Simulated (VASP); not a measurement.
The system is FeO.

```
CELL_PARAMETERS angstrom
1.51768 0.87623 2.51579
-1.51768 0.87623 2.51579
0.00000 -1.75247 2.51579
ATOMIC_POSITIONS crystal
Fe 0.00000 0.00000 0.00000
O 0.50000 0.50000 0.50000
```

Base run:

| Property | Result |
| --- | --- |
| Program | VASP 6.6.1 |
| Functional | r2SCAN |
| Potentials or basis | VASP PAW PBE potentials, release 64 (Fe, O) |
| Cutoff | 520 eV |
| k mesh | 8 × 8 × 8 |
| Occupations | gaussian, width 0.05 eV |
| Spin | collinear spin, random start |
| Starting moments | [3.15, 0.0] μB |
| Hubbard terms | Fe d U = 8 eV |

Its results: band gap on the k mesh 2.67 eV, indirect (least direct gap 3.80 eV); pressure 1.4 GPa; net moment 4.00 μB per cell.

**Question.** The run is repeated on the same cell with these changes: spin from collinear spin, random start to collinear spin, zero start; moments at the start from [3.15, 0.0] to [0.0, 0.0]. What comes out?

**Answer.** Band gap on the k mesh 4.73 eV, indirect (least direct gap 4.79 eV); pressure -16.8 GPa; net moment 0.00 μB per cell.

Caveats: the PAW data sets were made with another functional, which shifts forces and pressure a little; a cell with one magnetic atom can't hold antiferromagnetic order, which such compounds often take (some runs).

A k mesh can miss the band edges.

Not every run made on this cell is shown here.
